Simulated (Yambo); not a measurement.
Here is a Yambo 5.3.0 calculation.

The input bse4.in:

```
optics
bse
bss
rim_cut
tddft
RandQpts= 1000000
RandGvec= 50 RL
BSKmod= "ALDA"
BSEmod= "retarded"
BSSmod= "d"
% BSEQptR
 1 | 1 |
%
% BSEBands
 13 | 19 |
%
BSENGexx= 10 Ry
BSENGfxc= 3 Ry
% BEnRange
 0 | 15 | eV
%
% BDmRange
 0.2 | 0.2 | eV
%
BEnSteps= 150
% BLongDir
 1 | 1 | 1 |
%
BSEprop= "abs"
WRbsWF
% KfnQP_E
 0.23 | 1.0 | 1.0 |
%
```

Contents of scf.in:

```
&CONTROL
  calculation = 'scf'
  prefix = 'pwscf'
  outdir = './tmp'
  pseudo_dir = './pseudo'
/
&SYSTEM
  ibrav = 0
  nat = 2
  ntyp = 2
  ecutwfc = 56
  nbnd = 22
  occupations = 'smearing'
  smearing = 'fd'
  degauss = 0.00367493
  force_symmorphic = .true.
/
&ELECTRONS
  conv_thr = 4d-10
  electron_maxstep = 120
  mixing_beta = 0.5
/
ATOMIC_SPECIES
Pb   207.2000 Pb.upf
Te   127.6000 Te.upf
CELL_PARAMETERS bohr
   0.0000000000    6.1057051087    6.1057051087
   6.1057051087    0.0000000000    6.1057051087
   6.1057051087    6.1057051087    0.0000000000
ATOMIC_POSITIONS bohr
Pb     0.0000000000    0.0000000000    0.0000000000
Te     6.1057051087    6.1057051087    6.1057051087
K_POINTS automatic
8 8 8 0 0 0
```

nscf.in

```
&CONTROL
  calculation = 'nscf'
  prefix = 'pwscf'
  outdir = './tmp'
  pseudo_dir = './pseudo'
/
&SYSTEM
  ibrav = 0
  nat = 2
  ntyp = 2
  ecutwfc = 56
  nbnd = 65
  occupations = 'fixed'
  force_symmorphic = .true.
/
&ELECTRONS
  conv_thr = 1d-08
  diago_full_acc = .true.
  diago_thr_init = 1d-06
/
ATOMIC_SPECIES
Pb   207.2000 Pb.upf
Te   127.6000 Te.upf
CELL_PARAMETERS bohr
   0.0000000000    6.1057051087    6.1057051087
   6.1057051087    0.0000000000    6.1057051087
   6.1057051087    6.1057051087    0.0000000000
ATOMIC_POSITIONS bohr
Pb     0.0000000000    0.0000000000    0.0000000000
Te     6.1057051087    6.1057051087    6.1057051087
K_POINTS automatic
6 6 6 0 0 0
```

Potentials or basis: PseudoDojo 0.4.1 SR PBE standard.

The run is started by

```bash
$ OMP_NUM_THREADS=1 pw.x -in scf.in > scf.out
$ OMP_NUM_THREADS=1 pw.x -in nscf.in > nscf.out
$ cd tmp/pwscf.save; p2y; mv SAVE ../..; cd ../..
$ OMP_NUM_THREADS=1 yambo
$ mkdir -p bse4; ln -s $PWD/g0w00/ndb.RIM bse4/
$ OMP_NUM_THREADS=1 yambo -F bse4.in -J bse4 -C bse4_out
$ OMP_NUM_THREADS=1 ypp -J bse4 -C bse4_out -e s -b 1
```

Task: Estimate the lowest exciton energy.

Result: 0.97 eV.

Task: What does it give for the lowest bright exciton energy?

Result: 0.97 eV.

Task: What does it give for the band gap on the k mesh, mean-field level?

Result: 0.74 eV, direct.

Lowest exciton energies (eV): 0.97, 0.97, 0.97, 0.97, 1.50, 1.50, 1.50, 1.50

Caveat: the LDA kernel is used on GGA states, which is inconsistent by a few percent; the scissor is the correction of the direct gap in an earlier G0W0 run on the same states; spectra need much finer meshes, so this one isn't converged; spin-orbit coupling is left out, which as a rule narrows the gap of such compounds by several tenths of an eV.

**Measured values to compare with.**

From a printed reference work, monograph, for a bulk crystal of TePb at 4.2 K: band gap 0.19 eV (direct).

Measured gap of TePb: 0.19 eV (direct; 4.2 K; a printed reference work, monograph). This calculation gives 0.74 eV (+0.55 eV). Spin-orbit coupling on Pb, Te is left out. The value is that of PBE on a finite k mesh, which can miss the band edges, without temperature or zero-point motion.
